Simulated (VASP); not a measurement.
# SnTe: relaxation of cell and atoms with PBEsol

SnTe:

```
Sn Te
1.0
     0.00000    3.14484    3.14484
     3.14484    0.00000    3.14484
     3.14484    3.14484    0.00000
Sn Te
1 1
Cartesian
  0.0000 0.0000 0.0000
  3.1448 3.1448 3.1448
```

```yaml
Program: VASP 6.6.1
Task: relaxation of cell and atoms
Functional: PBEsol
Potentials_or_basis: VASP PAW PBE potentials, release 64 (Sn_d, Te)
Cutoff: 600 eV
k_mesh: 10 × 10 × 10
Occupations: gaussian, width 0.03 eV
Spin: no spin polarisation
Further_INCAR_settings: ALGO = Normal; EDIFF = 1e-07; IBRION = 2; EDIFFG = -0.005; NSW = 90; ISIF = 3
```

```json
{
 "Pressure after relaxing": "0.0 GPa",
 "Band gap on the k mesh": "0.16 eV, direct"
}
```

Final structure:
```xyz
2
Lattice="0.0000 3.1448 3.1448 3.1448 0.0000 3.1448 3.1448 3.1448 0.0000" Properties=species:S:1:pos:R:3 pbc="T T T"
Sn    0.0000    0.0000    0.0000
Te    3.1448    3.1448    3.1448
```

Levels at points of the mesh, in eV from the valence-band top:
| k point | band 8 | band 9 | band 10 | band 11 | band 12 | band 13 |
| --- | --- | --- | --- | --- | --- | --- |
| (0.00, 0.00, 0.00) | -2.09 | -2.09 | -2.09 | 3.40 | 3.40 | 3.40 |
| (0.50, 0.00, 0.00) | -1.75 | -1.75 | 0.00 | 0.16 | 0.39 | 0.39 |
| (0.50, 0.50, 0.00) | -5.59 | -3.72 | -3.72 | 2.13 | 5.00 | 5.00 |

Run time: 16 s on 8 MPI ranks on Intel(R) Xeon(R) Platinum 8488C (Sapphire Rapids) (shared host), peak memory 0.25 GiB a rank.

Caveat: the relaxation stopped at its first step, so nothing moved; the PAW data sets were made with another functional, which shifts forces and pressure a little; spin-orbit coupling is left out, which moves the levels of the heavy elements. A k mesh can miss the band edges.
